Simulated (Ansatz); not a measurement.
# From LDA to G0W0: Cd4Te3S (quasi-random alloy, started on the CdTe lattice) (Cm), part 2 of 2

Wanted: the gap of Cd4Te3S (quasi-random alloy, started on the CdTe lattice) (Cm) with a many-body correction, and the time that it takes.

Ansatz 0.2.0; LDA, then G0W0 on it, plane waves, PAW. Known limits of the many-body steps: finite bands, screening cutoff and k mesh; no spin-orbit coupling in G0W0; d shells not analysed; large ε∞ on the G0W0 mesh.

So far. Step 2 (Bands along the symmetry lines): Over mesh and path the gap is 0.471 eV, in a supercell, where edges may be folded.

**3. G0W0 on the 2×2×2 mesh**

G0W0 replaces the xc potential by a self-energy built once from the orbitals of the start. Levels are corrected in the window of bands that the input names, at points of the mesh.

This step: G0W0 on LDA, plane waves, PAW; PAW set soft_1.

Contents of input.yaml:

```yaml
crystal:
  lattice:
    - [-6.2444505181, 6.2289254155, -6.2444505181]
    - [6.2448152559, 6.2296548912, 6.2448152559]
    - [6.2415097171, -6.2292901533, -6.2418744549]
  atoms:
    - { symbol: Cd, position: [0.0044118132, 0.0238562901, -0.0007535547] }
    - { symbol: Cd, position: [0.2322433494, 0.4799488629, 0.2347589889] }
    - { symbol: Cd, position: [0.497314904, -0.0051572633, 0.5] }
    - { symbol: Cd, position: [0.7764439741, 0.5037150232, 0.7552830232] }
    - { symbol: Cd, position: [0.7694741811, 0.253912171, 0.0239813132] }
    - { symbol: Cd, position: [0.0001844222, 0.7523854618, 0.2492783248] }
    - { symbol: Cd, position: [0.251461625, 0.2491483923, 0.5] }
    - { symbol: Cd, position: [0.4974843605, 0.745189874, 0.7652410111] }
    - { symbol: Cd, position: [0.5051653679, 0.5246098448, 0.0007535547] }
    - { symbol: Cd, position: [0.7275080044, -0.0022605911, 0.2304761007] }
    - { symbol: Cd, position: [-0.0212090104, 0.474533239, 0.5] }
    - { symbol: Cd, position: [0.2509060974, 0.003107137, 0.7507216752] }
    - { symbol: Cd, position: [0.2454928678, 0.7299308577, -0.0239813132] }
    - { symbol: Cd, position: [0.5211609509, 0.248432, 0.2447169768] }
    - { symbol: Cd, position: [0.7460465019, 0.7526281276, 0.5] }
    - { symbol: Cd, position: [-0.0029680963, 0.2672633083, 0.7695238993] }
    - { symbol: S, position: [-0.0046097813, 0.2539025058, -0.0003249841] }
    - { symbol: Te, position: [0.2473742239, 0.7409707892, 0.2373884013] }
    - { symbol: Te, position: [0.5098772615, 0.254443384, 0.5] }
    - { symbol: Te, position: [0.753330919, 0.7523671766, 0.7571173641] }
    - { symbol: Te, position: [0.7495450513, 0.4944798571, -0.0021039422] }
    - { symbol: Te, position: [-0.0097616381, 0.0025021999, 0.2430551778] }
    - { symbol: Te, position: [0.2416881921, 0.4990763259, 0.5] }
    - { symbol: Te, position: [0.5099858227, 0.0035823879, 0.7626115987] }
    - { symbol: S, position: [0.4957152029, 0.75422749, 0.0003249841] }
    - { symbol: S, position: [0.7546210876, 0.2465695351, 0.2506577317] }
    - { symbol: Te, position: [-0.0032229128, 0.7393910337, 0.5] }
    - { symbol: Te, position: [0.2471831842, 0.2594470222, 0.7569448222] }
    - { symbol: Te, position: [0.2516489936, -0.0034162007, 0.0021039422] }
    - { symbol: Te, position: [0.4962135549, 0.4952498125, 0.2428826359] }
    - { symbol: Te, position: [0.7553261696, 0.0100521421, 0.5] }
    - { symbol: S, position: [0.0039633559, 0.4959118034, 0.7493422683] }
kpoints:
  mp_grid: { grid: [2, 2, 2] }
hamiltonian:
  xc: lda
  pseudopotentials: { kind: paw, azcp: { folder: soft_1 }, xc_functional: pbe }
scf:
  occupations: { method: fixed }
gw:
  n_empty_bands: 2372
  ecut_chi: 105.0
  qp_bands: [v4, c4]
  qp_kpoints: band_edges
  screening: { model: contour_deformation }
```

On the command line:

```sh
$ ansatz run input.yaml --threads 3 --pin off --max-ram 92160MiB --backend cuda --events-out ev --progress --plain --runs-dir out --devices 1 --max-vram 13GiB
```

Numbers of over 12 decimals in the logs are rounded to 6 here.

The program printed:

```text
GPUs: using 1 of 1 available (devices: 1).
[...]
GPU FFT provider: cuFFT
GPU libraries: cuBLAS 13.8.2, cuFFT 12.4.0, cuSOLVER 12.3.4
Crystal: 32 atoms, lattice volume = 971.198 Å³
Basis set: ecut = 420 eV, 19029 PW (Γ)
Bands: 322, of which v1, the nominal top of the filled ones, is band 268 counted from 1 (267 counted from 0)
Symmetry: 2 space group operations
[...]
k-points: 6 of 8
[...]
GPU buffer pool allocated for 421875 grid points (all kernels)
[...]
SCF iter   1: F=—  HF=-215306.613841 eV  |F-HF|=—  |Δ(HF+E_count)|=         —  Δρ=1.99e-2  dr2=4.27e0  ethr=3.10e-3  ⟨swp⟩=4.2  Hψ=5849  notcnv=0  defer=310
[...]
SCF iter   9: F=-215305.452392 eV  HF=-215305.452392 eV  |F-HF|=3.11e-9  |Δ(HF+E_count)|=   1.50e-8  Δρ=1.50e-6  dr2=3.77e-8  ethr=1.87e-11  ⟨swp⟩=16.7  Hψ=11986  notcnv=0
SCF 1 converged in 9 iterations: F = -215305.452392 eV  dr2 = 3.77e-8
[...]
NSCF: frozen V_eff on 6 k-points
the band table was solved once the SCF had ended and its energy, with any forces and stress, was formed, with the checks that follow a solve (7104 applications of the Hamiltonian). They found nothing against the state; the energy, forces and stress were not computed again (output.eigenvalues in the input reference)
WARN: Davidson subspace factor capped 4 → 1 for the GPU's memory: at factor 4, with no wavefunction block in host memory, the run is sure to hold 15.45 GiB on a GPU, at whatever concurrent solve slot count, and, with a margin of one panel a slot, 18.45 GiB, which is more than the 13.00 GiB that it may hold on any of its GPUs (the usable memory of the largest, or a typed --max-vram where that is less), so that it would at best start without that margin; at factor 1, at a slot count that it can fall to, it is reckoned to need 10.01 GiB there, which leaves a margin of the GPU budget of 13.00 GiB. [rest of the remark cut]
[...]
G₀W₀ screening: q 1/6
[... further progress lines ...]
[...]
SCF converged after 9 iterations
Free energy (F): -215305.452392 eV
[...]
Internal energy: -215305.452392 eV  (E = F + TS)
E sigma→0 (E₀):  -215305.452392 eV
Fermi energy:    7.767119 eV
[...]
--- Band table (eV; the first three rows and the last of 6) ---
  k-point 0: bands = [... 264 lower, 7.1428, 7.6879, 7.7315, 7.7671, 8.2348, 9.9957, 10.1018, 10.1884, ... 50 higher]
  k-point 1: bands = [... 264 lower, 6.9837, 6.9924, 7.3127, 7.6415, 9.7880, 9.7911, 10.0234, 10.2230, ... 50 higher]
  k-point 2: bands = [... 264 lower, 6.9718, 7.0245, 7.3717, 7.6005, 9.7322, 9.8259, 10.0997, 10.2596, ... 50 higher]
  k-point 5: bands = [... 264 lower, 7.0546, 7.0858, 7.0891, 7.1293, 9.2909, 9.5250, 9.5361, 9.7919, ... 50 higher]
--- G₀W₀: contour deformation, 8 samples at zero and on the imaginary axis and 2 off it, 8 q-points, 2372 empty bands' worth ---
  eigenvalues of the whole cell's RPA ε∞ on this k-mesh (on a slab, of 1 + 4πα/V) = 27.2459, 31.1771, 36.5961; static W/v taken at q = 0 is 0.031785
  gw.qp_kpoints: band_edges: 6 of 6 stored k-points solved, in 1 pass; an edge of the gap read off the rows below is read off those points alone
    ik  band        ε_KS         Σx   Σc(E_QP)       V_xc       Z   E_QP_lin       E_QP  E_QP is
     0   265      7.1428   -17.0882     1.5372   -15.2699  0.7145     6.8533     6.8617  root
     0   266      7.6879   -18.3229     1.4657   -16.6233  0.7168     7.4486     7.4540  root
     0   267      7.7315   -18.2012     1.4309   -16.5381  0.7176     7.4940     7.4993  root
     0   268      7.7671   -18.1453     1.4113   -16.5030  0.7180     7.5311     7.5363  root
     0   269      8.2348    -9.4459    -3.7582   -13.6489  0.7394     8.7097     8.6795  root
     0   270      9.9957    -6.7787    -3.7503   -10.8032  0.7400    10.2778    10.2698  root
     0   271     10.1018    -6.6610    -3.7386   -10.6567  0.7403    10.3658    10.3590  root
     0   272     10.1884    -6.6122    -3.7357   -10.6025  0.7411    10.4497    10.4430  root
     1   265      6.9837   -16.8978     1.5929   -15.0153  0.7125     6.6850     6.6941  root
     1   266      6.9924   -16.9035     1.5946   -15.0189  0.7124     6.6932     6.7023  root
     1   267      7.3127   -18.3799     1.6367   -16.4852  0.7128     7.0481     7.0548  root
     1   268      7.6415   -17.8843     1.4166   -16.2295  0.7177     7.3977     7.4032  root
     1   269      9.7880    -9.6794    -3.8555   -13.9489  0.7284    10.2255    10.2020  root
     1   270      9.7911    -9.4878    -3.8534   -13.7499  0.7282    10.2223    10.1997  root
     1   271     10.0234    -9.0712    -3.9490   -13.4339  0.7283    10.4606    10.4371  root
     1   272     10.2230    -9.4478    -4.0121   -13.9116  0.7284    10.7076    10.6747  root
     2   265      6.9718   -16.9799     1.5597   -15.1447  0.7124     6.6882     6.6962  root
     2   266      7.0245   -16.8841     1.5642   -15.0358  0.7128     6.7319     6.7405  root
     2   267      7.3717   -18.1697     1.5668   -16.3508  0.7142     7.1133     7.1197  root
     2   268      7.6005   -17.9326     1.4445   -16.2467  0.7170     7.3534     7.3591  root
     2   269      9.7322    -9.5583    -3.8342   -13.7967  0.7285    10.1581    10.1364  root
     2   270      9.8259    -9.5540    -3.8606   -13.8262  0.7283    10.2605    10.2375  root
     2   271     10.0997    -9.1086    -3.9641   -13.4919  0.7283    10.5435    10.5189  root
     2   272     10.2596    -9.2015    -4.0159   -13.6569  0.7284    10.7282    10.6991  root
     3   265      6.9800   -16.9328     1.5507   -15.1064  0.7126     6.6962     6.7043  root
     3   266      7.0200   -16.8905     1.5721   -15.0330  0.7125     6.7259     6.7346  root
     3   267      7.3697   -18.1507     1.5629   -16.3361  0.7142     7.1117     7.1180  root
     3   268      7.6033   -17.9340     1.4428   -16.2501  0.7171     7.3565     7.3622  root
     3   269      9.7409    -9.5561    -3.8387   -13.7995  0.7285    10.1674    10.1455  root
     3   270      9.8285    -9.5708    -3.8598   -13.8420  0.7282    10.2630    10.2400  root
     3   271     10.1460    -8.9875    -3.9586   -13.3582  0.7291    10.5813    10.5581  root
     3   272     10.2131    -9.4256    -4.0184   -13.8951  0.7281    10.6970    10.6643  root
     4   265      6.9569   -16.9354     1.5643   -15.0885  0.7130     6.6658     6.6744  root
     4   266      7.0166   -16.8909     1.5532   -15.0563  0.7129     6.7269     6.7353  root
     4   267      7.2776   -18.2960     1.6380   -16.3977  0.7127     7.0103     7.0172  root
     4   268      7.7195   -17.8591     1.3905   -16.2327  0.7184     7.4782     7.4837  root
     4   269      9.7167    -9.5948    -3.8408   -13.8423  0.7287    10.1456    10.1234  root
     4   270      9.9481    -9.6818    -3.8930   -14.0055  0.7280    10.4056    10.3788  root
     4   271     10.0099    -9.0594    -3.9542   -13.4275  0.7283    10.4473    10.4238  root
     4   272     10.1908    -9.0210    -3.9665   -13.4030  0.7291    10.6303    10.6064  root
     5   265      7.0546   -17.0549     1.5981   -15.1695  0.7125     6.7584     6.7673  root
     5   266      7.0858   -17.1162     1.5614   -15.2716  0.7140     6.7941     6.8026  root
     5   267      7.0891   -17.0915     1.5663   -15.2412  0.7138     6.7964     6.8050  root
     5   268      7.1293   -17.1028     1.5691   -15.2490  0.7136     6.8360     6.8447  root
     5   269      9.2909    -8.6057    -3.8563   -12.8669  0.7359     9.7178     9.6959  root
     5   270      9.5250    -8.6474    -3.9247   -12.9982  0.7359     9.9770     9.9511  root
     5   271      9.5361    -8.6461    -3.9197   -12.9922  0.7364     9.9884     9.9625  root
     5   272      9.7919    -8.7292    -4.0282   -13.2189  0.7366    10.2906    10.2535  root
```

Elapsed: 11 min, on 1 × NVIDIA H100 80GB HBM3 (shared by 6 runs) with 3 threads of AMD EPYC 7R13 (Zen 3), shared host; peak memory 13 GiB; 12 min of CPU time.

Numbers from this step:

| Item | Value |
| --- | --- |
| bands summed | 2640 |
| RPA ε∞ on this mesh (eigenvalues) | 27.25, 31.18, 36.60 |
| plane waves in the screening matrix | 2347 |
| q-points in the mesh | 8 |
| G0W0 gap over the corrected points | 1.143 eV |
| k of the valence top | 0, 0, 0 |
| k of the conduction bottom | 0, 0, 0 |
| starting gap on the mesh | 0.4677 eV |
| Z at the valence top | 0.7180 |
| Z at the conduction bottom | 0.7394 |
| least direct G0W0 gap over the corrected points | 1.143 eV |

Over all 6 irreducible mesh points the G0W0 gap is 1.143 eV, in a supercell, where edges may be folded. The LDA gap of this run on the mesh is 0.468 eV. The two states that bound the G0W0 gap lie that far apart at the start, so the correction of the gap is 1.143 − 0.468 = +0.675 eV. The start of this run differs from the step before in mesh (4×4×4 and 2×2×2). The program's warnings for this run: subspace factor gpu capped.

Labels follow the order of the start: v1 is the top filled band, c1 the lowest empty one; levels that stay degenerate share a row, the window can cut a multiplet, doubted levels are not marked in this list, bands outside the window were not corrected, and the list may be a part of the corrected levels. Levels before and after the correction, in eV, zero at the valence-band top of each column:

|  | conduction bottom | valence top |
| --- | --- | --- |
| Kohn-Sham | 0.47 | 0.00 |
| G0W0 | 1.14 | 0.00 |

|  | level | occupation | energy (eV) |
| --- | --- | --- | --- |
| Kohn-Sham | Γ v4 | 2 | -0.624 |
| Kohn-Sham | Γ v3 | 2 | -0.079 |
| Kohn-Sham | Γ v2 | 2 | -0.036 |
| Kohn-Sham | Γ v1 | 2 | 0.000 |
| Kohn-Sham | Γ c1 | 0 | 0.468 |
| Kohn-Sham | Γ c2 | 0 | 2.229 |
| Kohn-Sham | Γ c3 | 0 | 2.335 |
| Kohn-Sham | Γ c4 | 0 | 2.421 |
| G0W0 | Γ v4 | 2 | -0.675 |
| G0W0 | Γ v3 | 2 | -0.082 |
| G0W0 | Γ v2 | 2 | -0.037 |
| G0W0 | Γ v1 | 2 | 0.000 |
| G0W0 | Γ c1 | 0 | 1.143 |
| G0W0 | Γ c2 | 0 | 2.734 |
| G0W0 | Γ c3 | 0 | 2.823 |
| G0W0 | Γ c4 | 0 | 2.907 |

The parts of the quasiparticle energy for the two states that bound the G0W0 gap, in eV on the run's own scale (QP = start + Σx + Σc − Vxc, with Σc at the quasiparticle energy):

| edge | k | band | start | Σx | Σc | Vxc | Z | QP |
| --- | --- | --- | --- | --- | --- | --- | --- | --- |
| valence top | Γ | 268 | 7.767 | −18.145 | 1.411 | −16.503 | 0.718 | 7.536 |
| conduction bottom | Γ | 269 | 8.235 | −9.446 | −3.758 | −13.649 | 0.739 | 8.680 |

**4. Side by side**

Each gap is the least one over the points named; times are wall times on shared hosts, not benchmarks. A G0W0 time includes the run's own self-consistent start.

| level | mesh | files, cutoff | bands summed, screening | points | gap (eV) | valence top | conduction bottom | least direct gap (eV) | time |
| --- | --- | --- | --- | --- | --- | --- | --- | --- | --- |
| LDA | 4×4×4 | soft_1 PAW, 420 eV | - | mesh and path | 0.471 | Γ | Γ | 0.471 | 33 s |
| G0W0@LDA | 2×2×2 | soft_1 PAW, 420 eV | 2640, 105 eV | all 6 irreducible mesh points | 1.143 | Γ | Γ | 1.143 | 11 min |

**5. Summary of results**

| Property | Result |
| --- | --- |
| LDA gap over mesh and path | 0.471 eV, in a supercell, where edges may be folded |
| G0W0@LDA gap over all 6 irreducible mesh points | 1.143 eV, in a supercell, where edges may be folded |
| GW settings | 2×2×2 mesh, 2372 empty bands, screening to 105 eV, PAW set soft_1 files |
| known limits | finite bands, screening cutoff and k mesh; no spin-orbit coupling in G0W0; d shells not analysed; large ε∞ on the G0W0 mesh |

What this shows: Over all 6 irreducible mesh points the G0W0 gap is 1.143 eV, in a supercell, where edges may be folded. The LDA gap of this run on the mesh is 0.468 eV. The two states that bound the G0W0 gap lie that far apart at the start, so the correction of the gap is 1.143 − 0.468 = +0.675 eV. The valence state moves by 7.536 − 7.767 = −0.231 eV and the conduction state by 8.680 − 8.235 = +0.445 eV, on the run's own scale; how far single levels stand from their limit in bands is not shown. No level off the mesh was corrected, so the G0W0 gap over the whole zone is not known from these runs. No second run with other bands and screening cutoff is shown, so the distance to the basis limit is not known. For the G0W0 step: the program's warnings for this run: subspace factor gpu capped. The G0W0 runs are scalar-relativistic; no run with spin-orbit coupling is shown, so its effect in this cell, which holds Te, is not known. One-shot GW is known to converge slowly in bands for compounds with shallow d shells. The cell holds Cd; the filling of the d shell and its place against the gap were not analysed here. The largest eigenvalue of the RPA ε∞ is large: 37 in G0W0@LDA (2×2×2, 2640 bands). A coarse mesh can overstate it where a direct gap is narrow; the runs shown don't test that. No pair of G0W0 runs that differ in the mesh alone is shown (2×2×2 is a supercell whose nearest images lie 22 Å apart), so the error from the mesh is not known here. G0W0 is shown with one set of atomic data (soft_1 PAW), so the error from the files is not known here.

[Paths, hosts, dates, memory and timing lines, banners, echoed tables and standing remarks are left out of the program output.]

[Logs are printed without paths, hosts, clocks, repeated set-up lines and the standing remarks that a program may print on its own settings, such as how far it seeks lower states.]

[Runs of the session that timed out or met a known fault of the program may be left out.]

[Cells called generated may have been cut or substituted from an entry of the Crystallography Open Database or the Materials Project.]

[Hosts, paths, dates, database ids (printed as entryN), source tags and the programs' standing remarks are cut or masked in the printed files.]

[Where an RPA ε∞ is given, it is that of the G0W0 mesh and is not shown converged in it. Names of k-points follow the symmetry that the program found, which can be lower than the space group named. Band edges on a path are those of the sampled points; other points can move an edge, and change direct to indirect where valleys lie close.]

[Hybrid gaps are those of their k-mesh and are not shown converged in it.]
